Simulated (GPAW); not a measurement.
Crystal: GaP.

```
Ga P
1.0
     3.85409    0.00000    0.00000
     1.92704    3.33774    0.00000
     1.92704    1.11258    3.14685
Ga P
1 1
Cartesian
  0.0000 0.0000 0.0000
  5.7811 3.3377 2.3601
```

Base run:

| Property | Result |
| --- | --- |
| Program | GPAW 26.7.0 |
| Functional | PW91 |
| Potentials or basis | PAW data sets generated in the run's folder for this functional |
| Cutoff | 600 eV |
| Basis | pw |
| k mesh | 8 × 8 × 8 |
| Occupations | fermi-dirac, width 0.05 eV |
| Spin | spin-orbit coupling, no magnetisation |

Its results: band gap on the k mesh 1.64 eV, indirect (least direct gap 1.82 eV); pressure 4.3 GPa.

Q: The run is repeated on the same cell with these changes: functional from PW91 to AM05; band points from 100 to 60. What comes out?

A: Band gap on the k mesh 1.59 eV, indirect (least direct gap 1.86 eV); pressure 1.8 GPa.

Caveats: spin-orbit coupling was added after a scalar SCF, so levels and gaps hold it while energy, forces, pressure and moments don't; this program's spin-orbit splittings come out too wide for heavy elements.

A k mesh can miss the band edges.

Not every run made on this cell is shown here.
